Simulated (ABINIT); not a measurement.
Crystal: Pb.

```xyz
1
Lattice="0.0000 2.4750 2.4750 2.4750 0.0000 2.4750 2.4750 2.4750 0.0000" Properties=species:S:1:pos:R:3 pbc="T T T"
Pb    0.0000    0.0000    0.0000
```

Base run:

- Program: ABINIT 10.8.3 (patched build)
- Functional: PBE
- Potentials or basis: JTH PAW PBE v2.0 sp
- Cutoff: 408 eV
- k mesh: 9 × 9 × 9
- Occupations: fermi-dirac, width 0.05 eV
- Spin: no spin polarisation

Its results: band gap on the k mesh none (metal or under the smearing width); pressure 2.4 GPa.

After a change of settings the same cell gave: band gap on the k mesh none (metal or under the smearing width); pressure -0.2 GPa. Which change was it?
A. functional from PBE to AM05
B. functional from PBE to LDA-PZ; potentials or basis from JTH PAW PBE v2.0 sp to JTH PAW LDA v2.0 sp
C. functional from PBE to SOGGA
D. potentials or basis from JTH PAW PBE v2.0 sp to SPMS NC PBE v1.0; cutoff from 408 eV to 599 eV; valence electrons from 4 to 14

A.

AM05 binds more tightly than PBE, so the same cell stands under less pressure.

Caveats: this set keeps more shells in the core, which shifts pressures and gaps; the PAW data sets were made with another functional, which shifts forces and pressure a little (some runs).

Not every run made on this cell is shown here.
